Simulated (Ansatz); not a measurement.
**Ga2O3: band gap under strain**

How does strain move the band edges of Ga2O3, database structure, and do the functionals agree on it? States: no strain; -3.0 % strain along z alone; -2.0 % strain along z alone.

Code: Ansatz 0.2.0. PAW datasets, plane waves. The values are computed, spin-unpolarised, and not measurements.

## 1. Starting point

The unstrained cell was relaxed with r2SCAN; in each strained cell the atoms were relaxed again with r2SCAN. Names of k-points are those of the unstrained zone, where strain can split equivalent points. First state: no strain.

The symmetry is C2/m (No. 12, monoclinic); a = 12.255 Å, b = 3.039 Å, c = 5.808 Å, β = 103.8° in the conventional setting, 10.50 Å³ an atom. Around Ga lie 6 O at 1.94–2.08 Å; around Ga lie 4 O at 1.83–1.87 Å; around O lie 3 Ga at 1.84–1.94 Å; around O lie 4 Ga at 1.87–2.08 Å; around O lie 3 Ga at 1.83–1.94 Å.

The structure in full:

```cif
data_structure
_symmetry_space_group_name_H-M 'C2/m'
_symmetry_Int_Tables_number 12
_cell_length_a 12.2548
_cell_length_b 3.0391
_cell_length_c 5.8083
_cell_angle_alpha 90.000
_cell_angle_beta 103.806
_cell_angle_gamma 90.000
_cell_volume 210.07
loop_
_atom_site_label
_atom_site_type_symbol
_atom_site_symmetry_multiplicity
_atom_site_Wyckoff_symbol
_atom_site_fract_x
_atom_site_fract_y
_atom_site_fract_z
_atom_site_occupancy
Ga1 Ga 4 i 0.34126 0.00000 0.68555 1
Ga2 Ga 4 i 0.40949 0.50000 0.20523 1
O1 O 4 i 0.00370 0.50000 0.74375 1
O2 O 4 i 0.32666 0.50000 0.43647 1
O3 O 4 i 0.16421 0.00000 0.10913 1
```

## 2. No strain: PBE

input.yaml reads:

```yaml
crystal:
  lattice:
    - [6.1274132876, -1.5195579568, -0.0026133737]
    - [6.1274132876, 1.5195579568, -0.0026133737]
    - [-1.3836386898, 0.0, 5.641083569]
  atoms:
    - { symbol: Ga, position: [0.341259205, 0.341259205, 0.6855528865] }
    - { symbol: Ga, position: [0.658740795, 0.658740795, 0.3144471135] }
    - { symbol: Ga, position: [0.9094930945, 0.9094930945, 0.2052289589] }
    - { symbol: Ga, position: [0.0905069055, 0.0905069055, 0.7947710411] }
    - { symbol: O, position: [0.5037036246, 0.5037036246, 0.7437495234] }
    - { symbol: O, position: [0.4962963754, 0.4962963754, 0.2562504766] }
    - { symbol: O, position: [0.826655851, 0.826655851, 0.4364660295] }
    - { symbol: O, position: [0.173344149, 0.173344149, 0.5635339705] }
    - { symbol: O, position: [0.1642075744, 0.1642075744, 0.1091301468] }
    - { symbol: O, position: [0.8357924256, 0.8357924256, 0.8908698532] }
kpoints:
  mp_grid: { grid: [8, 8, 4] }
  band_path:
    path:
      - [0.0, 0.0, 0.0]
      - [-0.266303588, 0.266303588, 0.0]
      - [-0.733696412, -0.266303588, 0.0]
      - [-0.5, -0.5, 0.0]
      - [-0.5, -0.5, 0.5]
      - [-0.7419050365, -0.2580949635, 0.5]
      - [-0.2580949635, 0.2580949635, 0.5]
      - [0.0, 0.0, 0.5]
      - [-0.5, 0.0, 0.5]
      - [0.447917, -0.458333, -0.5]
    npoints: 1
hamiltonian:
  xc: pbe
scf:
  occupations: { method: fermi_dirac, width: 0.02 }
  n_extra_bands: 6
output:
  forces: true
  stress: true
  eigenvalues: true
```

Run with:

```bash
$ ansatz run input.yaml --threads 2 --pin off --max-ram 29491MiB --backend cpu --events-out ev --progress --plain --runs-dir out
```

Further steps of the session: No strain: r2SCAN; No strain: HSE06; -3.0 % strain along z alone: PBE; -3.0 % strain along z alone: r2SCAN; -3.0 % strain along z alone: HSE06; -2.0 % strain along z alone: PBE; -2.0 % strain along z alone: r2SCAN; -2.0 % strain along z alone: HSE06.

**Question.** What will these runs give?

The runs gave:

Least gap in eV (negative: overlap), with the change from the unstrained cell in brackets:

```
                      state  volume change (%)           PBE        r2SCAN         HSE06
                  no strain               +0.0          2.37          3.02          4.18
-3.0 % strain along z alone               -3.0  2.54 (+0.17)  3.21 (+0.19)  4.36 (+0.18)
-2.0 % strain along z alone               -2.0  2.50 (+0.13)  3.16 (+0.14)  4.31 (+0.13)
```

With HSE06, of the states in the table -3.0 % strain along z alone shifts the gap most, by +0.182 eV. PBE and HSE06 differ by 1.81 eV on the unstrained gap, and by at most 0.01 eV on its change: PBE follows the response to strain far better than the gap itself.
